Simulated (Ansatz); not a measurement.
KTaO3:

```
Ta K O
1.0
     3.98830    0.00000    0.00000
     0.00000    3.98830    0.00000
     0.00000    0.00000    3.98830
Ta K O
1 1 3
Cartesian
  0.0000 0.0000 0.0000
  1.9942 1.9942 1.9942
  0.0000 0.0000 1.9942
  0.0000 1.9942 0.0000
  1.9942 0.0000 0.0000
```

- Program: Ansatz 0.2.0
- Task: relaxation of cell and atoms
- Functional: PBE
- Dispersion: D4
- Potentials or basis: Ansatz PAW
- Cutoff: 420 eV (not typed: the program's choice for these potentials)
- k mesh: 7 × 7 × 7
- Occupations: fermi-dirac, width 0.05 eV
- Spin: no spin polarisation

At the start: volume 12.69 Å³/atom.

Question: How do energy, volume and symmetry change on relaxing?

Answer: It ends after 6 steps and the volume is 12.90 Å³/atom (+1.7 %); space group Pm-3m (No. 221, to 0.05 Å).

Step by step:
```csv
step,energy change (eV),largest force (eV/Å),volume (Å³)
1,0.0000,0.0000,63.44
2,-0.0056,0.0000,64.71
3,-0.0069,0.0000,64.47
4,-0.0108,0.0000,64.47
5,-0.0107,0.0000,64.50
6,-0.0108,0.0000,64.50
```

Final structure:
```cif
data_structure
_symmetry_space_group_name_H-M 'P 1'
_symmetry_Int_Tables_number 1
_cell_length_a 4.0104
_cell_length_b 4.0104
_cell_length_c 4.0104
_cell_angle_alpha 90.000
_cell_angle_beta 90.000
_cell_angle_gamma 90.000
_cell_volume 64.50
loop_
_atom_site_label
_atom_site_type_symbol
_atom_site_fract_x
_atom_site_fract_y
_atom_site_fract_z
_atom_site_occupancy
Ta1 Ta 0.00000 0.00000 0.00000 1
K1 K 0.50000 0.50000 0.50000 1
O1 O 0.00000 0.00000 0.50000 1
O2 O 0.00000 0.50000 0.00000 1
O3 O 0.50000 0.00000 0.00000 1
```

Caveat: the plane-wave basis is chosen anew once the cell has moved, so the energies of steps on either side of that aren't comparable; the pressure holds a Pulay correction of +0.5 GPa for the finite cutoff.
